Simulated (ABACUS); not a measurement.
Li:

```
CELL_PARAMETERS angstrom
-1.75465 1.75465 1.75465
1.75465 -1.75465 1.75465
1.75465 1.75465 -1.75465
ATOMIC_POSITIONS crystal
Li 0.00000 0.00000 0.00000
```

- Program: ABACUS 3.10.1
- Task: relaxation of cell and atoms
- Functional: TPSS
- Potentials or basis: SG15 ONCV 1.2 PBE
- Cutoff: 1170 eV
- Density cutoff: 4680 eV
- Basis: plane waves
- k mesh: 7 × 7 × 7
- Occupations: fermi-dirac, width 0.05 eV
- Spin: no spin polarisation

At the start: pressure -2.2 GPa; volume 21.61 Å³/atom.

Problem. Where does the relaxation end?

Solution. Over 4 steps the energy falls by 21.3 meV/atom and the volume is 18.71 Å³/atom (-13.4 %); space group Im-3m (No. 229, to 0.05 Å).

Step by step:
| step | energy change (eV) | largest force (eV/Å) | pressure (GPa) | volume (Å³) |
| --- | --- | --- | --- | --- |
| 1 | 0.0000 | 0.0000 | -2.16 | 21.61 |
| 2 | -0.0110 | 0.0000 | -1.59 | 20.68 |
| 3 | -0.0206 | 0.0000 | -0.45 | 19.21 |
| 4 | -0.0213 | 0.0000 | 0.03 | 18.71 |

Final structure:
```cif
data_structure
_symmetry_space_group_name_H-M 'P 1'
_symmetry_Int_Tables_number 1
_cell_length_a 2.8965
_cell_length_b 2.8965
_cell_length_c 2.8965
_cell_angle_alpha 109.471
_cell_angle_beta 109.471
_cell_angle_gamma 109.471
_cell_volume 18.71
loop_
_atom_site_label
_atom_site_type_symbol
_atom_site_fract_x
_atom_site_fract_y
_atom_site_fract_z
_atom_site_occupancy
Li1 Li 0.00000 0.00000 0.00000 1
```

Caveat: the k mesh is coarse (spacing up to 0.36 Å⁻¹), so the values aren't converged; the potentials were made for another functional, which shifts forces and pressure; the volume moved by -13 % from the deposited cell, more than functionals usually miss.
